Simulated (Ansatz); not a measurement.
Li2S (Fm-3m) from LDA to hybrids

All numbers come from the plane-wave code Ansatz. No spin polarisation and no zero-point or thermal motion.

Structure: a 3-atom cell of Li2S started from a crystallographic database, at its r2SCAN minimum. Space group Fm-3m (No. 225), cubic; a = 5.691 Å in the conventional setting, 15.36 Å³ an atom. Li has 4 S at 2.46 Å; S has 8 Li at 2.46 Å.

```
Li S
1.0
     0.00000    2.84529    2.84529
     2.84529    0.00000    2.84529
     2.84529    2.84529    0.00000
Li S
2 1
Cartesian
  1.4226 1.4226 1.4226
  4.2679 4.2679 4.2679
  0.0000 0.0000 0.0000
```

Band edges at fixed r2SCAN geometry:
```json
{"level": "LDA", "k mesh": "8×8×8", "gap (eV)": "3.17", "kind": "indirect", "edges": "Γ → X", "least direct gap (eV)": "4.07", "rough cost": "0.9 core-seconds"}
{"level": "PBE", "k mesh": "8×8×8", "gap (eV)": "3.39", "kind": "indirect", "edges": "Γ → X", "least direct gap (eV)": "4.29", "rough cost": "1.6 core-seconds"}
{"level": "r2SCAN", "k mesh": "8×8×8", "gap (eV)": "3.87", "kind": "indirect", "edges": "Γ → X", "least direct gap (eV)": "4.96", "rough cost": "2.6 core-seconds"}
{"level": "HSE06", "k mesh": "6×6×6", "gap (eV)": "4.34", "kind": "indirect", "edges": "Γ → X", "least direct gap (eV)": "5.34", "rough cost": "80 core-seconds"}
{"level": "DDH-PBE0", "k mesh": "6×6×6", "gap (eV)": "5.08", "kind": "indirect", "edges": "Γ → X", "least direct gap (eV)": "6.09", "rough cost": "80 core-seconds"}
{"level": "PBE0", "k mesh": "6×6×6", "gap (eV)": "5.03", "kind": "indirect", "edges": "Γ → X", "least direct gap (eV)": "6.03", "rough cost": "70 core-seconds"}
{"level": "r2SCAN0", "k mesh": "6×6×6", "gap (eV)": "5.31", "kind": "indirect", "edges": "Γ → X", "least direct gap (eV)": "6.42", "rough cost": "80 core-seconds"}
{"level": "Hartree-Fock", "k mesh": "6×6×6", "gap (eV)": "10.46", "kind": "indirect", "edges": "Γ → X", "least direct gap (eV)": "11.85", "rough cost": "80 core-seconds"}
{"level": "G0W0@PBE (137 empty bands, 120 eV, 4×4×4)", "k mesh": "4×4×4", "gap (eV)": "4.93", "kind": "–", "edges": "Γ → X (mesh)", "least direct gap (eV)": "–", "rough cost": "9 core-seconds"}
{"level": "G0W0@PBE (341 empty bands, 220 eV, 4×4×4)", "k mesh": "4×4×4", "gap (eV)": "5.08", "kind": "–", "edges": "Γ → X (mesh)", "least direct gap (eV)": "–", "rough cost": "60 core-seconds"}
```
PBE: smearing of 0.02 eV; the others have fixed occupations.
Wave cutoffs: 420 eV, 500 eV (r2SCAN, r2SCAN0).
The G0W0 gap is PBE's gap over the path plus the quasiparticle shift read on the mesh. G0W0 here is at a finite number of bands, screening cutoff and k mesh, not at the basis limit.
Costs come from shared machines and give only the order; PBE's includes the band path.

HSE06 gives an indirect gap of 4.34 eV, from Γ to X; the least direct gap is 5.34 eV at Γ.

Set against the finite-basis gap of 5.08 eV from G0W0@PBE (341 empty bands, 220 eV, 4×4×4), the closest functional is DDH-PBE0, which differs by 0.00 eV, at about 30 times r2SCAN's cost; G0W0 itself took about 21 times r2SCAN's cost. The others: PBE0 -0.05, r2SCAN0 +0.23, HSE06 -0.74, r2SCAN -1.21, PBE -1.69, LDA -1.91, Hartree-Fock +5.38 eV. The yardstick still moved by +0.14 eV in its last step of bands and cutoff, so this order can change. r2SCAN covers 51 % of the step from PBE to HSE06, while HSE06 needs about 29 times r2SCAN's cost (on a coarser mesh). All these functionals give a gap of the same kind, indirect.

The meshes of the hybrids are coarse, so their gaps aren't converged to the digits shown.
